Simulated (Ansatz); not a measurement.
Trial structure of Ge, not yet relaxed:

```xyz
6
Lattice="1.7035 0.9835 12.2089 -1.7035 0.9835 12.2089 0.0000 -1.9670 12.2089" Properties=species:S:1:pos:R:3 pbc="T T T"
Ge    0.0000    0.0000   31.5397
Ge    0.0000    0.0000   21.3656
Ge    0.0000    0.0000   11.1915
Ge    0.0000    0.0000   25.4352
Ge    0.0000    0.0000   15.2611
Ge    0.0000    0.0000    5.0870
```

Computed with Ansatz, DFT PBE, scalar-relativistic, plane waves, PAW. Cutoff 420 eV; k points 6×6×6 on the computed 6-atom cell (Γ-centred); Gaussian smearing, width 0.10 eV; no spin polarisation.

Energies count from the standard state of Ge at the same level.

Question: Estimate its pressure, forces and energy as it stands.

Answer: The pressure is -1.3 GPa (the mean over three directions, positive in compression), the largest force is 0.06 eV/Å, and the energy is +0.37 eV/atom against the standard state. The shortest distance is 2.83 Å.

Question: How much does it gain on relaxing, and where does it end?

Answer: Relaxing gains about 0.10 eV/atom (the start's value is from the coarse mesh, so the gain is rough) in 15 ionic steps and ends at +0.26 eV/atom on the finer mesh. The symmetry stays R-3m (No. 166). The volume per atom stays near 20.4 Å³. The shortest distance goes from 2.83 Å (Ge–Ge) to 2.70 Å (Ge–Ge). The ratio c/a of the conventional cell changes by a factor of 0.68. Conventional cell: a = 3.878 Å, c = 28.184 Å. Ge on its first site has 6 Ge at 2.70–2.72 Å; Ge on its second site has 6 Ge at 2.72–2.77 Å and 1 Ge at 3.16 Å; Ge on its third site is surrounded by 6 Ge at 2.71–2.77 Å and 1 Ge at 3.16 Å.

The last run used a 12×12×12 mesh for its 6-atom cell and Gaussian smearing of 0.10 eV. The relaxation can't lower the symmetry of the start. A structure relaxed within its symmetry needn't be a true minimum.
